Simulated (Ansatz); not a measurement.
# V (Im-3m) in Ansatz: a series of runs

The runs below take V through single point, equation of state, with PBE.

Program: Ansatz 0.2.0. These are calculated values, not measurements. Logs are shortened: lines on timing, memory, paths and dates and some standing lists are left out, and cuts for length are marked.

**1. Starting point**

It takes space group Im-3m (No. 229, cubic). Conventional cell: a = 3.029 Å, b = 3.029 Å, c = 3.029 Å, α = 90.00°, β = 90.00°, γ = 90.00°. V (site symmetry m-3m) is surrounded by 8 V at 2.62 Å.

**2. Single point, PBE, collinear spin, ferromagnetic start, 13.06 Å³/atom (volume scaled by 0.94)**

File input.yaml:

```yaml
crystal:
  lattice:
    - [-1.4834362237, 1.4834362237, 1.4834362237]
    - [1.4834362237, -1.4834362237, 1.4834362237]
    - [1.4834362237, 1.4834362237, -1.4834362237]
  atoms:
    - { symbol: V, position: [0.0, 0.0, 0.0], spin: 2.0 }
hamiltonian:
  xc: pbe
  pseudopotentials: { kind: paw }
magnetization:
  spin_polarized: true
kpoints:
  mp_grid: { grid: [12, 12, 12] }
scf:
  occupations: { method: fermi_dirac, width: 0.05 }
output:
  forces: true
  stress: true
  eigenvalues: true
```

Potentials or basis: Ansatz PAW.

Started as:

```
ansatz run input.yaml --threads 2 --pin off --max-ram 5632MiB --backend cpu --events-out ev --progress --plain --runs-dir out
```

Output:

```text
Warning: RAYON_NUM_THREADS=2 ignored (pool sized by the plan → 2); use --threads N
Engine: ansatz 0.2.0, x86_64-unknown-linux-gnu
Pseudopotentials: kind: paw
Pseudopotential: V, paw, valence charge 13, recommended cutoff 420 eV (normal), V.paw.azcp
Functional definition: PBE
  parameter kappa = 0.804
  parameter beta = 0.06672455060314922
  exchange = pbe_x(kappa = kappa, mu = beta*pi^2/3)
  correlation = pbe_c(beta = beta)
Crystal: 1 atoms, lattice volume = 13.058 Å³
Basis set: ecut = 420 eV, 249 PW (Γ), exchange–correlation on 36×36×36 points (8 copies of the dense FFT grid, shifted against one another)
Bands: 12, of which v1, the nominal top of the filled ones, is band 7 counted from 1 (6 counted from 0)
Symmetry: 48 space group operations
Space group: Im-3m (ITA 229), of the structure as read, at distance tolerance 2.4e-5 Å
Magnetic group: BNS 229.140 (UNI 1642), of the structure as read, at distance tolerance 2.4e-5 Å
k-points: 72 of 1728
Non-local potential: V, projectors of the file, l = 0: 3, l = 1: 2, l = 2: 3, l = 3: 1
PAW form: soft (Blöchl's): semilocal exchange-correlation on the pseudo side does not see the compensation charge
PAW one-centre angular grid: V, 590 points (default); XC on 64 Gauss nodes
Initial density: superposition of atomic densities (chi_scale 0.1, normalization cell)
Starting moments: Σ|m| = 2 μB on 1 of 1 site
Initial wavefunctions: pseudopotential atomic-orbital guess
Functional: x = pbe(κ = 0.804, μ = 0.2195149727645171), c = pbe(β = 0.06672455060314922)
SCF iter   1: F=—  HF=-2913.519542 eV  |F-HF|=—  |Δ(HF+E_count)|=         —  Δρ=1.86e-1 (↑1.86e-1 ↓8.71e-2)  dr2=1.68e0  dr2_m=2.11e0  M=0.346 μB ∫|m|=0.346 μB  β_m=0.30  ethr=3.10e-3  ⟨swp⟩=4.1  Hψ=8078  notcnv=0
Mixer restart at iter 1: flushing history
preconditioner: auto → none  [metal: Δε(μ)=0.037 eV  Ē_g=9.317 eV  σ=0.050 eV  W_gap=0.18  n_scr=0 (ndim 8)  ℏωp=23.0 eV  f_vac=0.000  D(μ)=1.17/eV (n_scr^D=12)]
SCF iter   2: F=—  HF=-2912.258573 eV  |F-HF|=—  |Δ(HF+E_count)|=    1.26e0  Δρ=9.81e-2 (↑9.81e-2 ↓8.30e-2)  dr2=8.26e-2  dr2_m=9.64e-1  M=0.368 μB ∫|m|=0.368 μB  β_m=0.45  ethr=3.10e-3  ⟨swp⟩=2.9  Hψ=4423  notcnv=0  defer=147
SCF iter   3: F=—  HF=-2912.299170 eV  |F-HF|=—  |Δ(HF+E_count)|=   4.06e-2  Δρ=3.62e-2 (↑3.42e-2 ↓3.62e-2)  dr2=1.26e-3  dr2_m=1.47e-1  M=0.324 μB ∫|m|=0.324 μB  β_m=0.58  ethr=6.35e-4  ⟨swp⟩=2.1  Hψ=2464  notcnv=0  defer=147
SCF iter   4: F=—  HF=-2912.399958 eV  |F-HF|=—  |Δ(HF+E_count)|=   1.01e-1  Δρ=8.59e-3 (↑6.38e-3 ↓8.59e-3)  dr2=3.54e-3  dr2_m=5.91e-3  M=0.182 μB ∫|m|=0.182 μB  β_m=0.79  ethr=9.66e-6  ⟨swp⟩=2.0  Hψ=3274  notcnv=0  defer=147
SCF iter   5: F=—  HF=-2912.401933 eV  |F-HF|=—  |Δ(HF+E_count)|=   1.97e-3  Δρ=3.87e-3 (↑1.72e-3 ↓3.87e-3)  dr2=2.55e-3  dr2_m=3.96e-4  M=0.039 μB ∫|m|=0.039 μB  β_m=0.88  ethr=9.66e-6  ⟨swp⟩=2.0  Hψ=3356  notcnv=0  defer=146
SCF iter   6: F=—  HF=-2912.405552 eV  |F-HF|=—  |Δ(HF+E_count)|=   3.62e-3  Δρ=1.36e-3 (↑1.36e-3 ↓6.82e-4)  dr2=3.08e-4  dr2_m=5.68e-5  M=0.055 μB ∫|m|=0.055 μB  β_m=0.94  ethr=9.66e-6  ⟨swp⟩=2.6  Hψ=3167  notcnv=0  defer=145
SCF iter   7: F=—  HF=-2912.405809 eV  |F-HF|=—  |Δ(HF+E_count)|=   2.57e-4  Δρ=9.54e-4 (↑9.54e-4 ↓7.27e-4)  dr2=9.54e-6  dr2_m=8.36e-5  M=0.036 μB ∫|m|=0.036 μB  β_m=0.96  ethr=2.37e-6  ⟨swp⟩=2.8  Hψ=2572  notcnv=0  defer=145
SCF iter   8: F=—  HF=-2912.405838 eV  |F-HF|=—  |Δ(HF+E_count)|=   2.86e-5  Δρ=4.93e-4 (↑4.93e-4 ↓3.13e-4)  dr2=6.56e-6  dr2_m=1.87e-5  M=0.017 μB ∫|m|=0.017 μB  β_m=0.98  ethr=7.34e-8  ⟨swp⟩=2.0  Hψ=2510  notcnv=0  defer=145
SCF iter   9: F=—  HF=-2912.405844 eV  |F-HF|=—  |Δ(HF+E_count)|=   6.73e-6  Δρ=2.05e-4 (↑2.05e-4 ↓1.51e-4)  dr2=6.30e-7  dr2_m=3.74e-6  M=0.008 μB ∫|m|=0.008 μB  β_m=0.99  ethr=5.04e-8  ⟨swp⟩=2.7  Hψ=2503  notcnv=0  defer=145
SCF iter  10: F=—  HF=-2912.405846 eV  |F-HF|=—  |Δ(HF+E_count)|=   1.88e-6  Δρ=1.03e-5 (↑5.42e-6 ↓1.03e-5)  dr2=1.47e-8  dr2_m=4.51e-9  M=0.000 μB ∫|m|=0.000 μB  β_m=1.00  ethr=4.84e-9  ⟨swp⟩=2.0  Hψ=2654  notcnv=0  defer=145
SCF iter  11: F=—  HF=-2912.405846 eV  |F-HF|=—  |Δ(HF+E_count)|=   1.11e-8  Δρ=2.10e-6 (↑2.10e-6 ↓1.72e-6)  dr2=1.72e-9  dr2_m=1.68e-11  M=0.000 μB ∫|m|=0.000 μB  β_m=1.00  ethr=1.13e-10  ⟨swp⟩=2.3  Hψ=2387  notcnv=0  defer=145
SCF iter  12: F=-2912.405846 eV  HF=-2912.405846 eV  |F-HF|=1.82e-12  |Δ(HF+E_count)|=  5.78e-10  Δρ=6.84e-8 (↑6.84e-8 ↓6.18e-8)  dr2=1.78e-12  dr2_m=4.02e-14  M=0.000 μB ∫|m|=0.000 μB  ethr=1.33e-11  ⟨swp⟩=4.2  Hψ=6422  notcnv=0
SCF 1 converged in 12 iterations: F = -2912.405846 eV  dr2 = 1.78e-12
WARN: the starting moments were not kept: the SCF closed with an absolute magnetisation of 2.4e-6 μB, where they sum to 2 μB in size (1 site). That is at most 0.1 of that sum. Measured as dr2_m measures the in/out step, that magnetisation stands 2.8e-12 eV from none, at or under the dr2_threshold of 1.0e-7 eV: it is no larger than a step whose dr2_m would equal this threshold. The system may hold no moment; this SCF shows only that its start led to no more than that. To try another start: raise the starting moments (crystal.atoms[].spin, magnetization.per_species, magnetization.initial_magnetization, or on a non-collinear deck that types none of these the spinor_matrix: blocks that start its atoms; where the total moment is fixed, keep their sum and leave initial_magnetization as it is; typed ones take the place of any that the run laid by itself, positive ones on a crystal's lanthanoids without a Hubbard term where scf.initial_density.shell_occupations: [] is typed) or, if the notice of its spin-set hold's release reads "site moments contracting" or "site moments show no strong build", lengthen the hold (scf.mixing.spin_hold: { on: { confirm: 4 } }; for m-r²SCAN on two components see the key's manual first). Each may lead to a state that holds a moment. A second SCF, from the converged charge density, with the starting moments and any scf.initial_density.shell_occupations laid on it anew, would have followed, and was not run: the deck does not ask for one (magnetization.retry_lost_moments is false, the default). To let it run, set magnetization.retry_lost_moments: true and run the deck again, where that key's refused combinations let it; where memory then withholds it, that run's warning says so.
SCF converged after 12 iterations
Magnetization: 0.0000 μB (6.5000 up, 6.5000 down)
Absolute magnetization: 0.0000 μB (∫|ρ↑−ρ↓|, with the PAW one-centre terms)
Spin contamination: 0.0000 ħ² per cell (⟨S²⟩ above its minimum at these occupations)
Per-site moments (μB) at R_I (Å): [(1.8689981939914266e-6, 1.0598721000600606)]
Free energy (F): -2912.405846 eV
Harris-Foulkes:  -2912.405846 eV  (|F-HF|=1.82e-12)
Internal energy: -2912.388026 eV  (E = F + TS)
E sigma→0 (E₀):  -2912.396936 eV
Entropy (-TS):   -0.017820 eV (-17.820 meV/atom)
Fermi energy:    17.132817 eV
--- Per-component energies (eV) ---
  E_band       = -136.222859
  E_kinetic    = 337.426769
  E_local      = -872.002601  (includes V_loc(G=0)·N_el)
  E_nonlocal   = -45.412586
  E_hartree    = 403.888874
  E_xc         = -130.822511
  E_vxc        = -165.889031  (∫ρ·V_xc dr)
  E_paw        = -1112.948319  (= ΣΔE_a)
  E_vpaw       = -198.123356  (= ΣTr[D̂ρ^β])
  E_aug_tail   = 0.000249  (compensation charges beyond the density's cutoff)
  E_ewald      = -1492.517902
  E_smearing   = -0.017820  (= −TS)
  E_closure    = 0.000000  (closes the sum)
  Σ components = -2912.405846   (vs F -2912.405846, Δ=0.00e0)
--- Forces (eV/Å), atoms counted from 1 ---
  atom   1  V     -0.00000000    -0.00000000    -0.00000000
  max |Σ_I F_I| component: 5.24e-32 eV/Å
--- Stress (GPa, compression-positive) ---
        5.765778       0.000000       0.000000
       -0.000000       5.765778      -0.000000
        0.000000      -0.000000       5.765778
  P = ⅓ Tr σ = 5.7658 GPa (57.658 kbar)
--- Band table (eV; the first three rows and the last of 144) ---
  k-point 0 ↑: bands = ["-46.5122", "-19.7576", "-19.7576", "-19.7576", "10.4791", "17.5628", "17.5628", "17.5628", "19.6577", "19.6577", "37.9220", "37.9220"]
  k-point 1 ↑: bands = ["-46.4974", "-19.8274", "-19.7787", "-19.7581", "10.7657", "17.4391", "17.5327", "17.7713", "19.5206", "19.6665", "37.4248", "37.8612"]
  k-point 2 ↑: bands = ["-46.4569", "-20.0157", "-19.8362", "-19.7596", "11.5665", "17.1149", "17.3715", "18.3672", "19.3105", "19.7018", "35.9422", "37.2930"]
  k-point 71 ↓: bands = ["-46.1350", "-20.4341", "-20.4341", "-20.4341", "13.9976", "13.9976", "21.0283", "21.0283", "21.0283", "27.6478", "27.6478", "27.6478"]
```

Run time: 1.7 s. Hardware: 2 threads of AMD EPYC 7R13 (Zen 3), shared host; peak memory 0.34 GiB.

What came out:

```
Free energy            : -2912.4058 eV
Pressure               : 5.8 GPa
Band gap on the k mesh : none (metal or under the smearing width)
Net moment             : 0.00 μB per cell
Absolute moment        : 0.00 μB per cell
```

Caveat: the starting moments weren't kept.

**3. Single point, PBE, collinear spin, ferromagnetic start, 13.34 Å³/atom (volume scaled by 0.96)**

Edit input.yaml of step 2 so:

```diff
@@ -2,5 +2,5 @@
   lattice:
-    - [-1.4834362237, 1.4834362237, 1.4834362237]
-    - [1.4834362237, -1.4834362237, 1.4834362237]
-    - [1.4834362237, 1.4834362237, -1.4834362237]
+    - [-1.4938833019, 1.4938833019, 1.4938833019]
+    - [1.4938833019, -1.4938833019, 1.4938833019]
+    - [1.4938833019, 1.4938833019, -1.4938833019]
   atoms:
```

Potentials or basis: Ansatz PAW.

Started as:

```
ansatz run input.yaml --threads 2 --pin off --max-ram 5632MiB --backend cpu --events-out ev --progress --plain --runs-dir out
```

It took 1.7 s on 2 threads of AMD EPYC 7R13 (Zen 3), shared host; peak memory 0.34 GiB.

The run converged. Its results:

| Item | Value |
| --- | --- |
| Free energy | -2912.4123 eV |
| Pressure | 1.7 GPa |
| Band gap on the k mesh | none (metal or under the smearing width) |
| Net moment | 0.00 μB per cell |
| Absolute moment | 0.00 μB per cell |

Caveat: the starting moments weren't kept.

**4. Single point, PBE, collinear spin, ferromagnetic start, 13.61 Å³/atom (volume scaled by 0.98)**

Edit input.yaml of step 3 so:

```diff
@@ -2,5 +2,5 @@
   lattice:
-    - [-1.4938833019, 1.4938833019, 1.4938833019]
-    - [1.4938833019, -1.4938833019, 1.4938833019]
-    - [1.4938833019, 1.4938833019, -1.4938833019]
+    - [-1.5041862709, 1.5041862709, 1.5041862709]
+    - [1.5041862709, -1.5041862709, 1.5041862709]
+    - [1.5041862709, 1.5041862709, -1.5041862709]
   atoms:
```

Started as:

```
ansatz run input.yaml --threads 2 --pin off --max-ram 5632MiB --backend cpu --events-out ev --progress --plain --runs-dir out
```

It took 1.7 s on 2 threads of AMD EPYC 7R13 (Zen 3), shared host; peak memory 0.34 GiB.

It converged, with:

| Property | Result |
| --- | --- |
| Free energy | -2912.4120 eV |
| Pressure | -2.0 GPa |
| Band gap on the k mesh | none (metal or under the smearing width) |
| Net moment | 0.00 μB per cell |
| Absolute moment | 0.00 μB per cell |

Caveat: the starting moments weren't kept.

**5. Single point, PBE, collinear spin, ferromagnetic start, 13.89 Å³/atom**

Edit input.yaml of step 4 so:

```diff
@@ -2,5 +2,5 @@
   lattice:
-    - [-1.5041862709, 1.5041862709, 1.5041862709]
-    - [1.5041862709, -1.5041862709, 1.5041862709]
-    - [1.5041862709, 1.5041862709, -1.5041862709]
+    - [-1.51435, 1.51435, 1.51435]
+    - [1.51435, -1.51435, 1.51435]
+    - [1.51435, 1.51435, -1.51435]
   atoms:
```

Started as:

```
ansatz run input.yaml --threads 2 --pin off --max-ram 5632MiB --backend cpu --events-out ev --progress --plain --runs-dir out
```

Wall time 1.8 s (2 threads of AMD EPYC 7R13 (Zen 3), shared host); peak memory 0.34 GiB.

The run converged. Its results:

| Property | Result |
| --- | --- |
| Free energy | -2912.4055 eV |
| Pressure | -5.4 GPa |
| Band gap on the k mesh | none (metal or under the smearing width) |
| Net moment | 0.00 μB per cell |
| Absolute moment | 0.00 μB per cell |

Caveat: the starting moments weren't kept.

**6. Single point, PBE, collinear spin, ferromagnetic start, 14.17 Å³/atom (volume scaled by 1.02)**

Edit input.yaml of step 5 so:

```diff
@@ -2,5 +2,5 @@
   lattice:
-    - [-1.51435, 1.51435, 1.51435]
-    - [1.51435, -1.51435, 1.51435]
-    - [1.51435, 1.51435, -1.51435]
+    - [-1.5243791002, 1.5243791002, 1.5243791002]
+    - [1.5243791002, -1.5243791002, 1.5243791002]
+    - [1.5243791002, 1.5243791002, -1.5243791002]
   atoms:
@@ -20 +20,5 @@
   eigenvalues: true
+  write_density: true
+  write_potential: true
+  elf: true
+  volumetric_format: npy
```

Potentials or basis: Ansatz PAW.

Started as:

```
ansatz run input.yaml --threads 2 --pin off --max-ram 5632MiB --backend cpu --events-out ev --progress --plain --runs-dir out
```

It took 2.1 s on 2 threads of AMD EPYC 7R13 (Zen 3), shared host; peak memory 0.34 GiB.

The run converged. Its results:

```
Free energy            : -2912.3936 eV
Pressure               : -8.4 GPa
Band gap on the k mesh : none (metal or under the smearing width)
Net moment             : 0.00 μB per cell
Absolute moment        : 0.00 μB per cell
```

Caveat: the starting moments weren't kept.

**7. Single point, PBE, collinear spin, ferromagnetic start, 14.45 Å³/atom (volume scaled by 1.04)**

File input.yaml:

```yaml
crystal:
  lattice:
    - [-1.5342779432, 1.5342779432, 1.5342779432]
    - [1.5342779432, -1.5342779432, 1.5342779432]
    - [1.5342779432, 1.5342779432, -1.5342779432]
  atoms:
    - { symbol: V, position: [0.0, 0.0, 0.0], spin: 2.0 }
hamiltonian:
  xc: pbe
  pseudopotentials: { kind: paw }
magnetization:
  spin_polarized: true
kpoints:
  mp_grid: { grid: [12, 12, 12] }
scf:
  occupations: { method: fermi_dirac, width: 0.05 }
output:
  forces: true
  stress: true
  eigenvalues: true
```

Started as:

```
ansatz run input.yaml --threads 2 --pin off --max-ram 5632MiB --backend cpu --events-out ev --progress --plain --runs-dir out
```

It took 1.6 s on 2 threads of AMD EPYC 7R13 (Zen 3), shared host; peak memory 0.34 GiB.

Results (log left out):

| Quantity | Value |
| --- | --- |
| Free energy | -2912.3765 eV |
| Pressure | -11.2 GPa |
| Band gap on the k mesh | none (metal or under the smearing width) |
| Net moment | 0.00 μB per cell |
| Absolute moment | 0.00 μB per cell |

Caveat: the starting moments weren't kept.

**8. Single point, PBE, collinear spin, ferromagnetic start, 14.72 Å³/atom (volume scaled by 1.06)**

Edit input.yaml of step 7 so:

```diff
@@ -2,5 +2,5 @@
   lattice:
-    - [-1.5342779432, 1.5342779432, 1.5342779432]
-    - [1.5342779432, -1.5342779432, 1.5342779432]
-    - [1.5342779432, 1.5342779432, -1.5342779432]
+    - [-1.5440506776, 1.5440506776, 1.5440506776]
+    - [1.5440506776, -1.5440506776, 1.5440506776]
+    - [1.5440506776, 1.5440506776, -1.5440506776]
   atoms:
```

Started as:

```
ansatz run input.yaml --threads 2 --pin off --max-ram 5632MiB --backend cpu --events-out ev --progress --plain --runs-dir out
```

Run time: 1.7 s. Hardware: 2 threads of AMD EPYC 7R13 (Zen 3), shared host; peak memory 0.34 GiB.

Results (log left out):

* Free energy: -2912.3549 eV
* Pressure: -13.7 GPa
* Band gap on the k mesh: none (metal or under the smearing width)
* Net moment: 0.00 μB per cell
* Absolute moment: 0.00 μB per cell

Caveat: the starting moments weren't kept.

**9. Equation of state, PBE, collinear spin, ferromagnetic start**

Potentials or basis: Ansatz PAW.

No new run: the results of the series are fitted here.

What came out:

- Equilibrium volume: 13.46 Å³/atom
- Bulk modulus: 180 GPa
- Pressure derivative of the bulk modulus: 3.7

Energy against volume, from the lowest point:
| volume (Å³/atom) | energy (meV/atom) |
| --- | --- |
| 13.058 | 6.42 |
| 13.336 | 0.00 |
| 13.613 | 0.29 |
| 13.891 | 6.72 |
| 14.169 | 18.70 |
| 14.447 | 35.75 |
| 14.725 | 57.34 |
